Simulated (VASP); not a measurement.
# Tm (Im-3m) in VASP: notebook

One crystal, Tm, is run at these levels: PBE; tasks: single point.

Program: VASP 6.6.1. These are calculated values, not measurements. Logs are shortened: lines on timing, memory, paths and dates and some standing lists are left out, and cuts for length are marked.

### 1 Starting point

It takes space group Im-3m (No. 229, cubic). Conventional cell: a = 3.941 Å, b = 3.941 Å, c = 3.941 Å, α = 90.00°, β = 90.00°, γ = 90.00°. Tm (site symmetry m-3m) has 8 Tm at 3.41 Å as nearest neighbours.

This isn't the form of Tm at room conditions, which is hcp.

### 2 Single point, PBE, collinear spin, ferromagnetic start

Input file INCAR:

```
ADDGRID  = F            
ALGO     = Normal         # electronic algorithm
EDIFF    = 1E-6           # SCF threshold, eV
ENCUT    = 400            # plane-wave cutoff, eV
GGA      = PE             # functional
ISIF     = 2              # what is computed and relaxed
ISMEAR   = -1             # smearing method
ISPIN    = 2              # spin polarisation
LASPH    = F              # aspherical terms in the spheres
LCHARG   = F              # write CHGCAR
LMAXMIX  = 6              # l up to which the mixer works
LORBIT   = 11             # projections on sites
LREAL    = F              # projectors in reciprocal space
LWAVE    = F              # write WAVECAR
MAGMOM   = 2              # initial moments
NELM     = 100            # most SCF steps
PREC     = Accurate       # precision mode
SIGMA    = 0.1            # smearing width, eV
```

Input file KPOINTS:

```
k-points
0
Gamma
  6 6 6
```

Input file POSCAR:

```
Tm
1.0
   -1.8621100000      1.9916120000      1.9516370000
    1.9655340000     -2.0016460000      2.0650950000
    1.8577320000      1.9972680000     -1.9616710000
Tm
1
Direct
   -0.0415270000     -0.0161680000     -0.0347540000
```

Potentials or basis: VASP PAW PBE potentials, release 64 (Tm).

Launch:

```
$ cat potpaw_PBE.64/Tm/POTCAR > POTCAR
$ mpirun -np 1 vasp_std > vasp.out
```

OUTCAR:

```text
EDIFF = 1E-6
   ENCUT = 400
   GGA = PE
   ISIF = 2
   ISMEAR = -1
   ISPIN = 2
   LASPH = F
   LORBIT = 11
   LREAL = F
   NELM = 100
   PREC = Accurate

 Found    112 irreducible k-points:

 Following reciprocal coordinates:
            Coordinates               Weight
  0.000000  0.000000  0.000000      1.000000
  0.166667  0.000000 -0.000000      2.000000
  0.333333  0.000000 -0.000000      2.000000
  0.500000  0.000000 -0.000000      1.000000
 -0.000000  0.166667  0.000000      2.000000
  0.166667  0.166667 -0.000000      2.000000
   k-points           NKPTS =    112   k-points in BZ     NKDIM =    112   number of bands    NBANDS=     16
   number of dos      NEDOS =    301   number of ions     NIONS =      1
   total plane-waves  NPLWV =  13824
   dimension x,y,z NGX =    24 NGY =   24 NGZ =   24
   dimension x,y,z NGXF=    48 NGYF=   48 NGZF=   48
   ions per type =               1
   NGX,Y,Z   is equivalent  to a cutoff of  11.90, 11.45, 11.88 a.u.
   NGXF,Y,Z  is equivalent  to a cutoff of  23.80, 22.91, 23.75 a.u.
 SYSTEM =  unknown system
   PREC   = accura    normal or accurate (medium, high low for compatibility)
   ISTART =      0    job   : 0-new  1-cont  2-samecut
   ICHARG =      2    charge: 1-file 2-atom 10-const
   ISPIN  =      2    spin polarized calculation?
   LNONCOLLINEAR =      F non collinear calculations
   LSORBIT =      F    spin-orbit coupling
   LASPH  =      F    aspherical Exc in radial PAW
   ENCUT  =  400.0 eV  29.40 Ry    5.42 a.u.   5.47  5.68  5.48*2*pi/ulx,y,z
   NELM   =    100;   NELMIN=  2; NELMDL= -5     # of ELM steps
   EDIFF  = 0.1E-05   stopping-criterion for ELM
   LREAL  =      F    real-space projection
   EDIFFG = 0.1E-04   stopping-criterion for IOM
   NSW    =      0    number of steps for IOM
   IBRION =     -1    ionic relax: 0-MD 1-quasi-New 2-CG
   NFREE  =      0    steps in history (QN), initial steepest desc. (CG)
   ISIF   =      2    stress and relaxation
   ISYM   =      2    0-nonsym 1-usesym 2-fastsym
   POTIM  = 0.5000    time-step for ionic-motion
   TEBEG  =    0.0;   TEEND  =   0.0 temperature during run
   PSTRESS=    0.0 pullay stress
   NELECT =      23.0000    total number of electrons
   NUPDOWN=      -1.0000    fix difference up-down
   EMIN   =  10.00;   EMAX   =-10.00  energy-range for DOS
   EFERMI =   0.00;   METHOD = LEGACY
   ISMEAR =    -1;   SIGMA  =   0.10  broadening in eV -4-tet -1-fermi 0-gaus
   EFERMI_NEDOS =   21; number of points for ismear=-14 and -15
   IALGO  =     38    algorithm
   IMIX   =      4    mixing-type and parameters
     AMIX     =   0.40;   BMIX     =  1.00
     AMIX_MAG =   1.60;   BMIX_MAG =  1.00
  volume/ion in A,a.u.               =      30.61       206.55
  Fermi-wavevector in a.u.,A,eV,Ry     =   1.488367  2.812605 30.140106  2.215235
  Thomas-Fermi vector in A             =   2.601410
   LORBIT       =     11    0 simple, 1 ext, 2 COOP (PROOUT), +10 PAW based schemes
   GGA     = PE    functional components
   LHFCALC =     F    Hartree Fock is set to
   AEXX    =    0.0000 exact exchange contribution
   IVDW    =     0    specifies the selected vdW correction
   LEPSILON=     F    determine dielectric tensor
   LRPA    =     F    only Hartree local field effects (RPA)
 spin polarized calculation
  energy-cutoff  :      400.00
  volume of cell :       30.61
 maximum number of plane-waves:       569
 NGX is ok and might be reduce to    24

 number of electron      23.0000006 magnetization       1.1329227

 Free energy of the ion-electron system (eV)
  ---------------------------------------------------
  ext. energy  EPLUGINS =         0.00000000
  ---------------------------------------------------
  free energy    TOTEN  =        -4.07576977 eV

  energy without entropy =       -3.78066648  energy(sigma->0) =       -3.92821812

 E-fermi :   2.2674     XC(G=0): -10.1923

 val. band max:        2.2508937652   @ k =   0.5000   0.3333   0.5000
 cond. band min:       2.2692117337   @ k =   0.5000   0.3333   0.5000
 fundamental gap:      0.0183179684
 Fermi energy:         2.2674236822

 spin component 1

 k-point     1 :       0.0000    0.0000    0.0000
  band No.  band energies     occupation
      1     -48.1275      1.00000
      2     -21.0967      1.00000
      3     -21.0766      1.00000
      4     -21.0554      1.00000
      5      -3.0457      1.00000
      6       1.0164      1.00000
[... 8 lines left out ...]
     15       5.5083      0.00000
     16       7.0871      0.00000

 k-point     2 :       0.1667    0.0000   -0.0000
  band No.  band energies     occupation
      1     -48.1164      1.00000
      2     -21.2415      1.00000
      3     -21.1263      1.00000
      4     -21.0712      1.00000
      5      -2.2804      1.00000
      6       1.0248      1.00000
[... 8 lines left out ...]
     15       6.1145      0.00000
     16       6.5772      0.00000

 k-point     3 :       0.3333    0.0000   -0.0000
  band No.  band energies     occupation
      1     -48.0941      1.00000
      2     -21.5592      1.00000
      3     -21.2139      1.00000
      4     -21.0677      1.00000
      5      -0.5433      1.00000
      6       1.0276      1.00000
[... 8 lines left out ...]
     15       6.8813      0.00000
     16       7.7076      0.00000

 k-point     4 :       0.5000    0.0000   -0.0000
  band No.  band energies     occupation
      1     -48.0829      1.00000
      2     -21.7106      1.00000
      3     -21.2577      1.00000
      4     -21.0648      1.00000
      5       0.3736      1.00000
      6       1.0226      1.00000
[... 8 lines left out ...]
     15       6.8414      0.00000
     16       8.0035      0.00000

 k-point     5 :      -0.0000    0.1667    0.0000
  band No.  band energies     occupation
      1     -48.1183      1.00000
      2     -21.2421      1.00000
      3     -21.1176      1.00000
      4     -21.0606      1.00000
      5      -2.2942      1.00000
      6       1.0264      1.00000
[... 8 lines left out ...]
     15       6.2095      0.00000
     16       7.2425      0.00000

 k-point     6 :       0.1667    0.1667   -0.0000
  band No.  band energies     occupation
      1     -48.1027      1.00000
      2     -21.4219      1.00000
      3     -21.1983      1.00000
      4     -21.0942      1.00000
      5      -1.0061      1.00000
      6       1.0327      1.00000
[... 8 lines left out ...]
     15       6.8150      0.00000
     16       7.7210      0.00000

 [... further k-points ...]

 spin component 2

 k-point     1 :       0.0000    0.0000    0.0000
  band No.  band energies     occupation
      1     -47.6149      1.00000
      2     -20.7440      1.00000
      3     -20.7231      1.00000
      4     -20.7017      1.00000
      5      -3.1209      1.00000
      6       1.9692      0.95178
[... 8 lines left out ...]
     15       5.5621      0.00000
     16       7.1281      0.00000

 k-point     2 :       0.1667    0.0000   -0.0000
  band No.  band energies     occupation
      1     -47.6032      1.00000
      2     -20.8963      1.00000
      3     -20.7747      1.00000
      4     -20.7180      1.00000
      5      -2.3489      1.00000
      6       1.9673      0.95261
[... 8 lines left out ...]
     15       6.1868      0.00000
     16       6.6202      0.00000

 k-point     3 :       0.3333    0.0000   -0.0000
  band No.  band energies     occupation
      1     -47.5798      1.00000
      2     -21.2282      1.00000
      3     -20.8659      1.00000
      4     -20.7145      1.00000
      5      -0.6005      1.00000
      6       1.9761      0.94849
[... 8 lines left out ...]
     15       6.9421      0.00000
     16       7.7772      0.00000

 k-point     4 :       0.5000    0.0000   -0.0000
  band No.  band energies     occupation
      1     -47.5680      1.00000
      2     -21.3860      1.00000
      3     -20.9113      1.00000
      4     -20.7116      1.00000
      5       0.3231      1.00000
      6       1.9683      0.95217
[... 8 lines left out ...]
     15       6.8998      0.00000
     16       8.0917      0.00000

 k-point     5 :      -0.0000    0.1667    0.0000
  band No.  band energies     occupation
      1     -47.6052      1.00000
      2     -20.8968      1.00000
      3     -20.7659      1.00000
      4     -20.7073      1.00000
      5      -2.3622      1.00000
      6       1.9692      0.95175
[... 8 lines left out ...]
     15       6.2781      0.00000
     16       7.3010      0.00000

 k-point     6 :       0.1667    0.1667   -0.0000
  band No.  band energies     occupation
      1     -47.5888      1.00000
      2     -21.0851      1.00000
      3     -20.8502      1.00000
      4     -20.7422      1.00000
      5      -1.0642      1.00000
      6       1.9547      0.95801
[... 8 lines left out ...]
     15       6.8730      0.00000
     16       7.8064      0.00000

 [... further k-points ...]

------------------------ aborting loop because EDIFF is reached ----------------------------------------

  FORCE on cell =-STRESS in cart. coord.  units (eV):
  Direction    XX          YY          ZZ          XY          YZ          ZX
  --------------------------------------------------------------------------------------
  -------------------------------------------------------------------------------------
  Total        0.4122792      0.2279834      0.1681975      0.0093437      0.0352747     -0.3521420
  in kB       21.5813919     11.9341456      8.8045583      0.4891112      1.8465074    -18.4334176
  external PRESSURE =      14.1066986 kB  Pullay stress =       0.0000000 kB

 VOLUME and BASIS-vectors are now :
 -----------------------------------------------------------------------------
  energy-cutoff  :      400.00
  volume of cell :       30.61
      direct lattice vectors                 reciprocal lattice vectors
    -1.862110000  1.991612000  1.951637000    -0.006468339  0.251318090  0.249752960
     1.965534000 -2.001646000  2.065095000     0.255000420  0.000889619  0.242395002
     1.857732000  1.997268000 -1.961671000     0.262009400  0.250969113 -0.006119362

 POSITION                                       TOTAL-FORCE (eV/Angst)
 -----------------------------------------------------------------------------------
      1.94214      1.86748      2.00880         0.000000      0.000000      0.000000
 -----------------------------------------------------------------------------------
    total drift:                                0.000033      0.000033     -0.000001

  FREE ENERGIE OF THE ION-ELECTRON SYSTEM (eV)
  ---------------------------------------------------
  free  energy   TOTEN  =        -4.0757697689 eV

  energy  without entropy=       -3.7806664797  energy(sigma->0) =       -3.92821812

 total charge

# of ion       s       p       d       f       tot
--------------------------------------------------
    1        2.217   5.940   0.392  12.529  21.077

 magnetization (x)

# of ion       s       p       d       f       tot
--------------------------------------------------
    1        0.003  -0.026  -0.023   1.235   1.189
```

Run time: 90 s. Hardware: 1 thread of Intel Xeon Platinum 8259CL at 2.50GHz (Skylake/Cascade Lake), shared host; peak memory 0.2 GiB.

The run converged, but some of its settings lie outside the range that counts as converged, so its numbers aren't taken as properties of the crystal.

Results:

| Item | Value |
| --- | --- |
| Free energy | -4.0758 eV |
| Pressure | 1.4 GPa |
| Band gap on the k mesh | none (metal or under the smearing width) |
| Net moment | 1.13 μB per cell |
| Site moments | Tm +1.19 μB |
| Valence electrons inside the program's atomic spheres | Tm 21.08 |

Caveat: the k mesh is coarse (spacing up to 0.38 Å⁻¹), so the values aren't converged; the cutoff is under 1.25 times the usual one of these potentials, so pressure, stress and relaxed cells hold a basis-set (Pulay) error; the magnetic or orbital state may not be the lowest; spin-orbit coupling is left out, which moves the levels of the heavy elements.

### 3 Single point, PBE, collinear spin, ferromagnetic start

This run uses another cell than the first one, of the same volume but with other edges.

Input file INCAR:

```
ADDGRID  = F            
ALGO     = Normal         # electronic algorithm
EDIFF    = 1E-4           # SCF threshold, eV
ENCUT    = 400            # plane-wave cutoff, eV
GGA      = PE             # functional
ISIF     = 2              # what is computed and relaxed
ISMEAR   = -1             # smearing method
ISPIN    = 2              # spin polarisation
LASPH    = T              # aspherical terms in the spheres
LCHARG   = F              # write CHGCAR
LMAXMIX  = 6              # l up to which the mixer works
LORBIT   = 11             # projections on sites
LREAL    = Auto         
LWAVE    = F              # write WAVECAR
MAGMOM   = 2              # initial moments
NELM     = 100            # most SCF steps
PREC     = Normal         # precision mode
SIGMA    = 0.1            # smearing width, eV
```

KPOINTS is that of step 2.

Input file POSCAR:

```
Tm
1.0
   -1.9705499473      1.9705499473      1.9705499473
    1.9705499473     -1.9705499473      1.9705499473
    1.9705499473      1.9705499473     -1.9705499473
Tm
1
Direct
    0.0000000000      0.0000000000      0.0000000000
```

Potentials or basis: VASP PAW PBE potentials, release 64 (Tm).

Launch:

```
$ cat potpaw_PBE.64/Tm/POTCAR > POTCAR
$ mpirun -np 1 vasp_std > vasp.out
```

Run time: 32 s. Hardware: 1 thread of Intel Xeon Platinum 8259CL at 2.50GHz (Skylake/Cascade Lake), shared host; peak memory 0.14 GiB.

The run converged, but some of its settings lie outside the range that counts as converged, so its numbers aren't taken as properties of the crystal.

Results:

| Quantity | Value |
| --- | --- |
| Free energy | -4.1161 eV |
| Pressure | -0.5 GPa |
| Band gap on the k mesh | none (metal or under the smearing width) |
| Net moment | 1.15 μB per cell |
| Site moments | Tm +1.22 μB |
| Valence electrons inside the program's atomic spheres | Tm 21.07 |

Caveat: the k mesh is coarse (spacing up to 0.38 Å⁻¹), so the values aren't converged; the cutoff is under 1.25 times the usual one of these potentials, so pressure, stress and relaxed cells hold a basis-set (Pulay) error; the magnetic or orbital state may not be the lowest; spin-orbit coupling is left out, which moves the levels of the heavy elements.

### 4 Single point, PBE, collinear spin, ferromagnetic start

INCAR is that of step 3.

KPOINTS is that of step 3.

Input file POSCAR:

```
Tm
1.0
   -1.8621100000      1.9916120000      1.9516370000
    1.9655340000     -2.0016460000      2.0650950000
    1.8577320000      1.9972680000     -1.9616710000
Tm
1
Direct
   -0.0415270000     -0.0161680000     -0.0347540000
```

Launch:

```
$ cat potpaw_PBE.64/Tm/POTCAR > POTCAR
$ mpirun -np 1 vasp_std > vasp.out
```

Run time: 77 s. Hardware: 1 thread of Intel Xeon Platinum 8259CL at 2.50GHz (Skylake/Cascade Lake), shared host; peak memory 0.16 GiB.

The run converged, but some of its settings lie outside the range that counts as converged, so its numbers aren't taken as properties of the crystal.

Results:

| Property | Result |
| --- | --- |
| Free energy | -4.1045 eV |
| Pressure | -1.3 GPa |
| Band gap on the k mesh | none (metal or under the smearing width) |
| Net moment | 1.15 μB per cell |
| Site moments | Tm +1.22 μB |
| Valence electrons inside the program's atomic spheres | Tm 21.07 |

Caveat: the k mesh is coarse (spacing up to 0.38 Å⁻¹), so the values aren't converged; the cutoff is under 1.25 times the usual one of these potentials, so pressure, stress and relaxed cells hold a basis-set (Pulay) error; the magnetic or orbital state may not be the lowest; spin-orbit coupling is left out, which moves the levels of the heavy elements.

### 5 Single point, PBE, collinear spin, ferromagnetic start

This run uses another cell than the first one, of the same volume but with other edges.

Input file INCAR:

```
ADDGRID  = F            
ALGO     = Normal         # electronic algorithm
EDIFF    = 1E-6           # SCF threshold, eV
ENCUT    = 600            # plane-wave cutoff, eV
GGA      = PE             # functional
ISIF     = 2              # what is computed and relaxed
ISMEAR   = -1             # smearing method
ISPIN    = 2              # spin polarisation
LASPH    = T              # aspherical terms in the spheres
LCHARG   = F              # write CHGCAR
LMAXMIX  = 6              # l up to which the mixer works
LORBIT   = 11             # projections on sites
LREAL    = F              # projectors in reciprocal space
LWAVE    = F              # write WAVECAR
MAGMOM   = 2              # initial moments
NELM     = 100            # most SCF steps
PREC     = Accurate       # precision mode
SIGMA    = 0.1            # smearing width, eV
```

Input file KPOINTS:

```
k-points
0
Gamma
  5 5 5
```

Input file POSCAR:

```
Tm
1.0
   -1.9705499473      1.9705499473      1.9705499473
    1.9705499473     -1.9705499473      1.9705499473
    1.9705499473      1.9705499473     -1.9705499473
Tm
1
Direct
    0.0000000000      0.0000000000      0.0000000000
```

Launch:

```
$ cat potpaw_PBE.64/Tm/POTCAR > POTCAR
$ mpirun -np 1 vasp_std > vasp.out
```

It took 40 s on 1 thread of Intel Xeon Platinum 8259CL at 2.50GHz (Skylake/Cascade Lake), shared host; peak memory 0.18 GiB.

These settings aren't checked as converged: the numbers below hold their error.

What came out:

* Free energy: -4.1452 eV
* Pressure: 3.1 GPa
* Band gap on the k mesh: none (metal or under the smearing width)
* Net moment: 1.17 μB per cell
* Site moments: Tm +1.23 μB
* Valence electrons inside the program's atomic spheres: Tm 21.06

Caveat: the k mesh is coarse (spacing up to 0.45 Å⁻¹), so the values aren't converged; the magnetic or orbital state may not be the lowest; spin-orbit coupling is left out, which moves the levels of the heavy elements.

### 6 Single point, PBE, collinear spin, ferromagnetic start

INCAR is that of step 5.

KPOINTS is that of step 5.

Input file POSCAR:

```
Tm
1.0
   -1.8621100000      1.9916120000      1.9516370000
    1.9655340000     -2.0016460000      2.0650950000
    1.8577320000      1.9972680000     -1.9616710000
Tm
1
Direct
   -0.0415270000     -0.0161680000     -0.0347540000
```

Potentials or basis: VASP PAW PBE potentials, release 64 (Tm).

Launch:

```
$ cat potpaw_PBE.64/Tm/POTCAR > POTCAR
$ mpirun -np 1 vasp_std > vasp.out
```

Wall time 3 min (1 thread of Intel Xeon Platinum 8259CL at 2.50GHz (Skylake/Cascade Lake), shared host); peak memory 0.23 GiB.

These settings aren't checked as converged: the numbers below hold their error.

What came out:

```
Free energy                                           : -4.1341 eV
Pressure                                              : 2.8 GPa
Band gap on the k mesh                                : none (metal or under the smearing width)
Net moment                                            : 1.15 μB per cell
Site moments                                          : Tm +1.22 μB
Valence electrons inside the program's atomic spheres : Tm 21.07
```

Caveat: the k mesh is coarse (spacing up to 0.46 Å⁻¹), so the values aren't converged; the magnetic or orbital state may not be the lowest; spin-orbit coupling is left out, which moves the levels of the heavy elements.

### 7 For comparison

An earlier run on the cell as given: functional PBE; potentials or basis VASP PAW PBE potentials, release 64 (Tm); cutoff 520 eV; k mesh 10 × 10 × 10; occupations fermi-dirac, width 0.05 eV; collinear spin, ferromagnetic start; starting moments [2.0] μB.

* Pressure: 2.8 GPa
* Band gap on the k mesh: none (metal or under the smearing width)
* Net moment: 1.14 μB per cell
* Site moments: Tm +1.22 μB
* Valence electrons inside the program's atomic spheres: Tm 21.06
